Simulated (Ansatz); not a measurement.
Crystal: Ru.

```xyz
2
Lattice="2.7058 0.0000 0.0000 -1.3529 2.3433 0.0000 0.0000 0.0000 4.2819" Properties=species:S:1:pos:R:3 pbc="T T T"
Ru    1.3529    0.7811    3.2114
Ru    0.0000    1.5622    1.0705
```

Base run:

| Property | Result |
| --- | --- |
| Program | Ansatz 0.2.0 |
| Functional | LDA |
| Potentials or basis | Ansatz PAW |
| Cutoff | 420 eV (not typed: the program's choice for these potentials) |
| k mesh | 11 × 11 × 6 |
| Occupations | fermi-dirac, width 0.05 eV |
| Spin | no spin polarisation |

Its results: band gap on the k mesh none (metal or under the smearing width); pressure -12.2 GPa.

Task: After a change of settings the same cell gave: band gap on the k mesh none (metal or under the smearing width); pressure 7.8 GPa. Which change was it?
A. functional from LDA to PBE; cutoff from 420 eV (not typed: the program's choice for these potentials) to 250 eV
B. functional from LDA to PBE; k mesh from 11 × 11 × 6 to 8 × 8 × 5
C. functional from LDA to PBE; potentials or basis from Ansatz PAW to JTH PAW; cutoff from 420 eV (not typed: the program's choice for these potentials) to 1800 eV (not typed: the program's choice for these potentials)
D. functional from LDA to revPBE

Result: D.

revPBE binds less tightly than LDA, so the same cell stands under more pressure.

Caveats: the PAW data sets come from PBE, with cores solved anew for the run's functional, which leaves a small shift of forces and pressure.
